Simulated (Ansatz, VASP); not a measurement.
# One calculation of Ir, two programs

The input INCAR:

```
SYSTEM = Ir
ALGO     = Normal         ! electronic algorithm
EDIFF    = 1E-6           ! SCF threshold, eV
ENCUT    = 520            ! plane-wave cutoff, eV
GGA      = CA             ! functional
ISIF     = 2              ! what is computed and relaxed
ISMEAR   = 1              ! smearing method
LASPH    = .TRUE.         ! aspherical terms in the spheres
LCHARG   = .TRUE.         ! write CHGCAR
LELF     = .TRUE.         ! ELF
LREAL    = .FALSE.        ! projectors in reciprocal space
LVHAR    = .TRUE.       
LWAVE    = .FALSE.        ! write WAVECAR
NBANDS   = 16             ! bands
NELM     = 80             ! most SCF steps
PREC     = Accurate       ! precision mode
SIGMA    = 0.15           ! smearing width, eV
```

File KPOINTS:

```
k-points
0
G
  8 8 5
  0 0 0
```

File POSCAR:

```
Ir
1.0
    2.7513800000      0.0000000000      0.0000000000
   -1.3756900000      2.3827600000      0.0000000000
    0.0000000000      0.0000000000      4.4622900000
Ir
2
Direct
    0.6752900000      0.3420400000      0.7556000000
    0.3517200000      0.6776500000      0.2507600000
```

Input for Ansatz:

```yaml
crystal:
  lattice:
    - [2.75138, 0.0, 0.0]
    - [-1.37569, 2.38276, 0.0]
    - [0.0, 0.0, 4.46229]
  atoms:
    - { symbol: Ir, position: [0.67529, 0.34204, 0.7556] }
    - { symbol: Ir, position: [0.35172, 0.67765, 0.25076] }
basis:
  ecutwfc: 540.0
  xc_grid: 2
kpoints:
  mp_grid:
    grid: [8, 8, 5]
hamiltonian:
  xc: lda
scf:
  convergence:
    dr2_threshold: 1.0e-09
  occupations:
    method: cold
    width: 0.15
output:
  forces: true
  stress: true
```

This isn't the form of Ir at room conditions, which is fcc.

Alike in both runs: task single point; functional LDA; k mesh 8 × 8 × 5; no spin polarisation.

|  | VASP | Ansatz |
| --- | --- | --- |
| version | VASP 6.6.1 | Ansatz 0.2.0 |
| potentials or method | VASP PAW LDA potentials, release 64 (Ir) | plane waves, PAW |
| plane-wave cutoff (eV) | 520 | 540 |
| occupations | methfessel-paxton of order 1, width 0.15 eV | cold, width 0.15 eV |
| valence electrons in the cell | 18 | 34 |

Ansatz gave:

* pressure (GPa): -17.0
* largest component of the traceless stress (GPa): 1.16
* rms of the force components (eV/Å): 0.150

Problem. What did VASP give for the same quantities?

Solution. Pressure (GPa): -15.0; largest component of the traceless stress (GPa): 1.07; rms of the force components (eV/Å): 0.164.

Atom by atom the forces differ by 0.014 eV/Å (rms over components). The two sets of potentials don't hold the same shells in valence. Ansatz warned: «stress_scf_threshold_loose».

Spin-orbit coupling is left out, which matters for the levels of Ir.
